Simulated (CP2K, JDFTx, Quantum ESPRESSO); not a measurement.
WS2: 3 runs at one level of theory

```xyz
3
Lattice="3.1835 0.0000 0.0000 -1.5918 2.7570 0.0000 0.0000 0.0000 16.9506" Properties=species:S:1:pos:R:3 pbc="T T T"
W     0.0000    0.0000    0.0000
S     0.0000    1.8380    1.5595
S     0.0000    1.8380   15.3911
```

Measurements of this composition are mostly on another form, of space group No. 194.

The cell holds a layer with vacuum beside it, so values per volume hang on the cell's height.

Alike in all runs: task band structure; functional LDA; k mesh 10 × 10 × 2; occupations fermi-dirac, width 0.05 eV; no spin polarisation; no spin-orbit coupling. LDA stands for any of its common fits. Gaps are the smaller of the mesh's and the band path's.

| program and potentials | plane-wave cutoff (eV) | notes | band gap (eV) | largest force (eV/Å) |
| --- | --- | --- | --- | --- |
| JDFTx, PseudoDojo-SR-LDA-0.4.1-standard | 952 | - | 1.77 | - |
| Quantum ESPRESSO, PseudoDojo 0.4.1 SR LDA standard | 952 | - | 1.77 | 0.435 |
| CP2K, GTH_POTENTIALS W GTH-PADE-q14, S GTH-PADE-q6; TZVP-MOLOPT-PBE-GTH basis | - | atomic basis | 1.79 | 0.732 |

Force on atom 2 (S), eV/Å:

```json
{"program and potentials": "Quantum ESPRESSO, PseudoDojo 0.4.1 SR LDA standard", "x": "0.000", "y": "0.000", "z": "-0.435"}
{"program and potentials": "CP2K, GTH_POTENTIALS W GTH-PADE-q14, S GTH-PADE-q6; TZVP-MOLOPT-PBE-GTH basis", "x": "0.000", "y": "-0.002", "z": "0.732"}
```

The band gap spans 1.77 (JDFTx, PseudoDojo-SR-LDA-0.4.1-standard) to 1.79 eV (CP2K, GTH_POTENTIALS W GTH-PADE-q14, S GTH-PADE-q6; TZVP-MOLOPT-PBE-GTH basis). The paths' points differ, which is worth about 0.01 eV. Rows in atomic bases carry the error of their basis and grid, which can be large.

Differences between rows come from potentials, basis sets and numerical settings, since the functional is the same but for its coding. Runs on potential files found faulty are left out.
